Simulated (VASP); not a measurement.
# Ge (P6_3/mmc) in VASP: notebook

One crystal, Ge, is run at these levels: r2SCAN; tasks: single point.

Program: VASP 6.6.1. These are calculated values, not measurements. Logs are shortened: lines on timing, memory, paths and dates and some standing lists are left out, and cuts for length are marked.

## (1) Starting point

Symmetry: P6_3/mmc, No. 194, hexagonal system. The conventional cell has a = 3.998 Å, b = 3.998 Å, c = 6.599 Å, α = 90.00°, β = 90.00°, γ = 120.00°. Ge (site symmetry 3m) is surrounded by 4 Ge at 2.45 to 2.47 Å.

This isn't the form of Ge at room conditions, which is diamond.

## (2) Single point, r2SCAN

File INCAR:

```
SYSTEM = Ge
ADDGRID = .False.
ALGO = Normal
EDIFF = 1E-6
ENCUT = 500
ISIF = 2
ISMEAR = 0
LASPH = .True.
LCHARG = .False.
LMIXTAU = .True.
LREAL = .False.
LWAVE = .False.
METAGGA = R2SCAN
NBANDS = 36
NELM = 100
PREC = Accurate
SIGMA = 0.05
```

File KPOINTS:

```
k-points
0
Gamma
  5 5 3
  0 0 0
```

File POSCAR:

```
Ge
1.0
    3.9975858431      0.0000000000      0.0000000000
   -1.9987929216      3.4620108940      0.0000000000
    0.0000000000      0.0000000000      6.5993779500
Ge
4
Direct
    0.3333333333      0.6666666667      0.9370987500
    0.6666666667      0.3333333333      0.4370987500
    0.3333333333      0.6666666667      0.5629012500
    0.6666666667      0.3333333333      0.0629012500
```

Potentials or basis: VASP PAW PBE potentials, release 64 (Ge_d).

Launch:

```
> cat potpaw_PBE.64/Ge_d/POTCAR > POTCAR
> mpirun -np 1 vasp_std > vasp.out
```

OUTCAR:

```text
SYSTEM = Ge
   EDIFF = 1E-6
   ENCUT = 500
   ISIF = 2
   ISMEAR = 0
   LASPH = .True.
   LREAL = .False.
   METAGGA = R2SCAN
   NELM = 100
   PREC = Accurate

 Found     10 irreducible k-points:

 Following reciprocal coordinates:
            Coordinates               Weight
  0.000000  0.000000  0.000000      1.000000
  0.200000  0.000000  0.000000      6.000000
  0.400000  0.000000  0.000000      6.000000
  0.200000  0.200000  0.000000      6.000000
  0.400000  0.200000  0.000000      6.000000
  0.000000  0.000000  0.333333      2.000000
   k-points           NKPTS =     10   k-points in BZ     NKDIM =     10   number of bands    NBANDS=     36
   number of dos      NEDOS =    301   number of ions     NIONS =      4
   total plane-waves  NPLWV =  43200
   dimension x,y,z NGX =    30 NGY =   30 NGZ =   48
   dimension x,y,z NGXF=    60 NGYF=   60 NGZF=   96
   ions per type =               4
   NGX,Y,Z   is equivalent  to a cutoff of  12.48, 12.48, 12.09 a.u.
   NGXF,Y,Z  is equivalent  to a cutoff of  24.95, 24.95, 24.18 a.u.
 SYSTEM =  Ge
   PREC   = accura    normal or accurate (medium, high low for compatibility)
   ISTART =      0    job   : 0-new  1-cont  2-samecut
   ICHARG =      2    charge: 1-file 2-atom 10-const
   ISPIN  =      1    spin polarized calculation?
   LNONCOLLINEAR =      F non collinear calculations
   LSORBIT =      F    spin-orbit coupling
   LASPH  =      T    aspherical Exc in radial PAW
   ENCUT  =  500.0 eV  36.75 Ry    6.06 a.u.   7.29  7.29 12.03*2*pi/ulx,y,z
   NELM   =    100;   NELMIN=  2; NELMDL= -5     # of ELM steps
   EDIFF  = 0.1E-05   stopping-criterion for ELM
   LREAL  =      F    real-space projection
   EDIFFG = 0.1E-04   stopping-criterion for IOM
   NSW    =      0    number of steps for IOM
   IBRION =     -1    ionic relax: 0-MD 1-quasi-New 2-CG
   NFREE  =      0    steps in history (QN), initial steepest desc. (CG)
   ISIF   =      2    stress and relaxation
   ISYM   =      2    0-nonsym 1-usesym 2-fastsym
   POTIM  = 0.5000    time-step for ionic-motion
   TEBEG  =    0.0;   TEEND  =   0.0 temperature during run
   PSTRESS=    0.0 pullay stress
   NELECT =      56.0000    total number of electrons
   NUPDOWN=      -1.0000    fix difference up-down
   EMIN   =  10.00;   EMAX   =-10.00  energy-range for DOS
   EFERMI =   0.00;   METHOD = LEGACY
   ISMEAR =     0;   SIGMA  =   0.05  broadening in eV -4-tet -1-fermi 0-gaus
   EFERMI_NEDOS =   21; number of points for ismear=-14 and -15
   IALGO  =     38    algorithm
   IMIX   =      4    mixing-type and parameters
     AMIX     =   0.40;   BMIX     =  1.00
     AMIX_MAG =   1.60;   BMIX_MAG =  1.00
  volume/ion in A,a.u.               =      22.83       154.09
  Fermi-wavevector in a.u.,A,eV,Ry     =   1.390789  2.628209 26.317650  1.934293
  Thomas-Fermi vector in A             =   2.514690
   LORBIT       =      0    0 simple, 1 ext, 2 COOP (PROOUT), +10 PAW based schemes
   METAGGA = R2SCAN    functional components
   LHFCALC =     F    Hartree Fock is set to
   AEXX    =    0.0000 exact exchange contribution
   IVDW    =     0    specifies the selected vdW correction
   LEPSILON=     F    determine dielectric tensor
   LRPA    =     F    only Hartree local field effects (RPA)
 non-spin polarized calculation
 Gauss-broadening in eV      SIGMA  =   0.05
  energy-cutoff  :      500.00
  volume of cell :       91.33
 maximum number of plane-waves:      2352
 NGX is ok and might be reduce to    30
   NGX = 15   NGY = 15   NGZ = 25

 number of electron      56.0000082 magnetization

 Free energy of the ion-electron system (eV)
  ---------------------------------------------------
  ext. energy  EPLUGINS =         0.00000000
  ---------------------------------------------------
  free energy    TOTEN  =       -55.31013972 eV

  energy without entropy =      -55.30945463  energy(sigma->0) =      -55.30979717

 E-fermi :   4.9440     XC(G=0): -10.7633

 val. band max:        4.9032247859   @ k =   0.0000   0.0000   0.0000
 cond. band min:       4.9680006472   @ k =   0.0000   0.0000   0.0000
 fundamental gap:      0.0647758613
 Fermi energy:         4.9439813220

 k-point     1 :       0.0000    0.0000    0.0000
  band No.  band energies     occupation
      1     -20.7914      2.00000
      2     -20.7914      2.00000
      3     -20.7549      2.00000
      4     -20.7509      2.00000
      5     -20.7509      2.00000
      6     -20.7417      2.00000
[... 28 lines left out ...]
     35       9.6018      0.00000
     36      11.4777      0.00000

 k-point     2 :       0.2000    0.0000    0.0000
  band No.  band energies     occupation
      1     -20.8086      2.00000
      2     -20.7972      2.00000
      3     -20.7724      2.00000
      4     -20.7615      2.00000
      5     -20.7488      2.00000
      6     -20.7208      2.00000
[... 28 lines left out ...]
     35      10.7855      0.00000
     36      11.2213      0.00000

 k-point     3 :       0.4000    0.0000    0.0000
  band No.  band energies     occupation
      1     -20.8116      2.00000
      2     -20.8003      2.00000
      3     -20.7940      2.00000
      4     -20.7711      2.00000
      5     -20.7313      2.00000
      6     -20.7076      2.00000
[... 28 lines left out ...]
     35      12.4476      0.00000
     36      13.4265      0.00000

 k-point     4 :       0.2000    0.2000    0.0000
  band No.  band energies     occupation
      1     -20.8118      2.00000
      2     -20.8091      2.00000
      3     -20.7867      2.00000
      4     -20.7796      2.00000
      5     -20.7248      2.00000
      6     -20.7025      2.00000
[... 28 lines left out ...]
     35      10.8329      0.00000
     36      12.4902      0.00000

 k-point     5 :       0.4000    0.2000    0.0000
  band No.  band energies     occupation
      1     -20.8128      2.00000
      2     -20.8078      2.00000
      3     -20.8027      2.00000
      4     -20.7893      2.00000
      5     -20.6935      2.00000
      6     -20.6698      2.00000
[... 28 lines left out ...]
     35      12.6048      0.00000
     36      12.8951      0.00000

 k-point     6 :       0.0000    0.0000    0.3333
  band No.  band energies     occupation
      1     -20.7837      2.00000
      2     -20.7837      2.00000
      3     -20.7651      2.00000
      4     -20.7651      2.00000
      5     -20.7507      2.00000
      6     -20.7440      2.00000
[... 28 lines left out ...]
     35       9.0823      0.00000
     36      12.1896      0.00000

 [... further k-points ...]

------------------------ aborting loop because EDIFF is reached ----------------------------------------

  FORCE on cell =-STRESS in cart. coord.  units (eV):
  Direction    XX          YY          ZZ          XY          YZ          ZX
  --------------------------------------------------------------------------------------
  -------------------------------------------------------------------------------------
  Total        0.0800840      0.0800840     -0.2211079     -0.0000000      0.0000000      0.0000000
  in kB        1.4048404      1.4048404     -3.8786941     -0.0000000      0.0000000      0.0000000
  external PRESSURE =      -0.3563378 kB  Pullay stress =       0.0000000 kB

 VOLUME and BASIS-vectors are now :
 -----------------------------------------------------------------------------
  energy-cutoff  :      500.00
  volume of cell :       91.33
      direct lattice vectors                 reciprocal lattice vectors
     3.997585843  0.000000000  0.000000000     0.250150976  0.144424733  0.000000000
    -1.998792922  3.462010894  0.000000000     0.000000000  0.288849467  0.000000000
     0.000000000  0.000000000  6.599377950     0.000000000  0.000000000  0.151529433

 POSITION                                       TOTAL-FORCE (eV/Angst)
 -----------------------------------------------------------------------------------
     -0.00000      2.30801      6.18427         0.000000      0.000000      0.003955
      1.99879      1.15400      2.88458        -0.000000      0.000000      0.003955
     -0.00000      2.30801      3.71480         0.000000      0.000000     -0.003955
      1.99879      1.15400      0.41511         0.000000      0.000000     -0.003955
 -----------------------------------------------------------------------------------
    total drift:                               -0.000000      0.000000     -0.000000

  FREE ENERGIE OF THE ION-ELECTRON SYSTEM (eV)
  ---------------------------------------------------
  free  energy   TOTEN  =       -55.3101397201 eV

  energy  without entropy=      -55.3094546262  energy(sigma->0) =      -55.30979717
```

Wall time 2 min (1 thread of Intel Xeon 6975P-C (Granite Rapids), shared host); peak memory 0.2 GiB.

These settings aren't checked as converged: the numbers below hold their error.

What came out:

```
Free energy            : -55.3101 eV
Pressure               : 0.0 GPa
Largest force          : 0.004 eV/Å
Band gap on the k mesh : 0.06 eV, direct
```

Caveat: the PAW data sets were made with another functional, which shifts forces and pressure a little; an odd mesh through Γ misses points on the zone boundary, where band edges often lie.

## (3) Single point, r2SCAN

Edit INCAR of step 2 so:

```diff
@@ -4,3 +4,3 @@
 EDIFF = 1E-6
-ENCUT = 500
+ENCUT = 900
 ISIF = 2
```

File KPOINTS:

```
k-points
0
Gamma
  4 4 2
  0 0 0
```

POSCAR is that of step 2.

Potentials or basis: VASP PAW PBE potentials, release 64 (Ge_d).

Launch:

```
> cat potpaw_PBE.64/Ge_d/POTCAR > POTCAR
> mpirun -np 1 vasp_std > vasp.out
```

Wall time 2.9 min (1 thread of Intel Xeon 6975P-C (Granite Rapids), shared host); peak memory 0.37 GiB.

These settings aren't checked as converged: the numbers below hold their error.

What came out:

```
Free energy            : -55.2080 eV
Pressure               : 0.1 GPa
Largest force          : 0.004 eV/Å
Band gap on the k mesh : 0.07 eV, direct
```

Caveat: the k mesh is coarse (spacing up to 0.48 Å⁻¹), so the values aren't converged; the PAW data sets were made with another functional, which shifts forces and pressure a little.

## (4) For comparison

An earlier run on the cell as given: functional PBE; potentials or basis VASP PAW PBE potentials, release 64 (Ge_d); cutoff 520 eV; k mesh 8 × 8 × 4; occupations fermi-dirac, width 0.05 eV; no spin polarisation.

* Pressure: 2.9 GPa
* Largest force: 0.014 eV/Å
* Band gap on the k mesh: 0.12 eV, direct
